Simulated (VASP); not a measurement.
Ga2O3: relaxation of cell and atoms with LDA

The system is Ga2O3.

```xyz
10
Lattice="6.0782 -1.5113 0.0072 6.0782 1.5113 0.0072 -1.3728 0.0000 5.5972" Properties=species:S:1:pos:R:3 pbc="T T T"
Ga    0.0121    0.0000    4.4524
Ga   10.7713    0.0000    1.1591
Ga    7.5784    0.0000    1.7693
Ga    3.2051    0.0000    3.8422
O     1.8685    0.0000    0.6150
O     8.9150    0.0000    4.9965
O     1.3326    0.0000    3.1473
O     9.4509    0.0000    2.4642
O     5.6846    0.0000    1.4390
O     5.0988    0.0000    4.1725
```

* Program: VASP 6.6.1
* Task: relaxation of cell and atoms
* Functional: LDA
* Potentials or basis: VASP PAW LDA potentials, release 64 (Ga_d, O)
* Cutoff: 600 eV
* k mesh: 10 × 10 × 6
* Occupations: gaussian, width 0.03 eV
* Spin: no spin polarisation
* Further INCAR settings: ALGO = Normal; EDIFF = 1e-07; IBRION = 2; EDIFFG = -0.005; NSW = 90; ISIF = 3

- Relaxed volume: 10.29 Å³/atom
- Relaxed cell: a = 6.264 Å, b = 6.264 Å, c = 5.764 Å, α = 103.31°, β = 103.31°, γ = 27.93°
- Space group after relaxing (to 0.05 Å): C2/m (No. 12)
- Energy gained by relaxing: 0.0 meV/atom
- Ionic steps: 2
- Pressure after relaxing: -0.1 GPa
- Largest force after relaxing: 0.005 eV/Å
- Band gap on the k mesh: 2.44 eV, indirect (least direct gap 2.46 eV)

Forces on the atoms (eV/Å):
```
Ga   0.002  0.000  0.003
Ga  -0.002  0.000 -0.003
Ga  -0.001  0.000 -0.004
Ga   0.001  0.000  0.004
O   -0.002  0.000  0.001
O    0.002  0.000 -0.001
O   -0.003  0.000 -0.004
O    0.003  0.000  0.004
O   -0.002  0.000 -0.003
O    0.002  0.000  0.003
```

Final structure:
```cif
data_structure
_symmetry_space_group_name_H-M 'P 1'
_symmetry_Int_Tables_number 1
_cell_length_a 6.2638
_cell_length_b 6.2638
_cell_length_c 5.7640
_cell_angle_alpha 103.309
_cell_angle_beta 103.309
_cell_angle_gamma 27.931
_cell_volume 102.91
loop_
_atom_site_label
_atom_site_type_symbol
_atom_site_fract_x
_atom_site_fract_y
_atom_site_fract_z
_atom_site_occupancy
Ga1 Ga 0.09080 0.09080 0.79521 1
Ga2 Ga 0.90920 0.90920 0.20479 1
Ga3 Ga 0.65893 0.65893 0.31445 1
Ga4 Ga 0.34107 0.34107 0.68555 1
O1 O 0.16607 0.16607 0.10948 1
O2 O 0.83393 0.83393 0.89052 1
O3 O 0.17305 0.17305 0.56181 1
O4 O 0.82695 0.82695 0.43819 1
O5 O 0.49649 0.49649 0.25577 1
O6 O 0.50351 0.50351 0.74423 1
```

Levels at points of the mesh, in eV from the valence-band top:
```csv
k point,band 41,band 42,band 43,band 44,band 45,band 46,band 47,band 48
"(0.00, 0.00, 0.00)",-0.70,-0.52,-0.30,-0.02,2.44,5.62,6.59,6.74
"(0.50, 0.00, 0.00)",-0.79,-0.75,-0.48,-0.12,5.54,6.47,7.19,7.43
"(0.50, 0.50, 0.00)",-0.71,-0.69,-0.42,-0.17,4.57,4.84,5.64,6.54
"(0.00, 0.00, 0.50)",-0.73,-0.68,-0.51,-0.31,4.80,4.89,6.73,7.14
"(0.50, 0.00, 0.50)",-1.15,-1.12,-0.77,-0.69,6.86,6.89,7.75,7.93
"(0.50, 0.50, 0.50)",-0.68,-0.62,-0.62,-0.02,5.20,5.28,6.25,6.54
```

Run time: 18 min on 4 MPI ranks on Intel(R) Xeon(R) Platinum 8375C CPU @ 2.90GHz (Ice Lake) (shared host), peak memory 0.87 GiB a rank.

A k mesh can miss the band edges.
